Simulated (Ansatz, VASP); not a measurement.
One calculation of HfN, two programs

File INCAR:

```
PREC = Accurate
ENCUT = 520
EDIFF = 1E-6
ISMEAR = 0
SIGMA = 0.15
LREAL = F
LASPH = T
NELM = 60
ALGO = Normal
ISIF = 2
LWAVE = F
LCHARG = T
GGA = PS
LELF = T
LVHAR = T
NBANDS = 23
```

Contents of KPOINTS:

```
regular mesh
0
Gamma
  18 18 12
```

POSCAR

```
HfN
1.0
    0.0000000000     -2.4335341244     -2.4335341244
    0.0000000000      2.4335341244     -2.4335341244
    4.8670682487      0.0000000000      0.0000000000
Hf N
2 2
Direct
    0.5000000000      0.5000000000      0.5000000000
    0.0000000000      0.0000000000      0.0000000000
    0.0000000000      0.5000000000      0.2500000000
    0.5000000000      0.0000000000      0.7500000000
```

Input for Ansatz:

```yaml
crystal:
  lattice:
    - [0.0, -2.4335341244, -2.4335341244]
    - [0.0, 2.4335341244, -2.4335341244]
    - [4.8670682487, 0.0, 0.0]
  atoms:
    - { symbol: Hf, position: [0.5, 0.5, 0.5] }
    - { symbol: Hf, position: [0.0, 0.0, 0.0] }
    - { symbol: "N", position: [0.0, 0.5, 0.25] }
    - { symbol: "N", position: [0.5, 0.0, 0.75] }
basis:
  ecutwfc: 420
kpoints:
  mp_grid: { grid: [18, 18, 12] }
hamiltonian:
  xc: pbesol
scf:
  occupations: { method: gaussian, width: 0.15 }
output:
  forces: true
  stress: true
  eigenvalues: true
```

Alike in both runs: task single point; functional PBEsol; k mesh 18 × 18 × 12; occupations gaussian, width 0.15 eV; no spin polarisation.

```csv
,VASP,Ansatz
version,VASP 6.6.1,Ansatz 0.2.0
potentials or method,"VASP PAW PBE potentials, release 64 (Hf_pv, N)","scalar-relativistic, plane waves, PAW"
plane-wave cutoff (eV),520,420
valence electrons in the cell,30,62
```

VASP gave:

* gap on the k mesh at the Fermi level (eV): none
* pressure (GPa): -0.8

What did Ansatz give for the same quantities?

gap on the k mesh at the Fermi level (eV): none; pressure (GPa): 0.0.

A gap of «none» marks a metal or a gap that the smearing closes. With one functional, cell and mesh, what is left measures potentials, basis and numerics. The two sets of potentials don't hold the same shells in valence.

Caveats: the PAW data sets were made with another functional, which shifts forces and pressure a little (VASP). Spin-orbit coupling is left out, which matters for the levels of Hf.
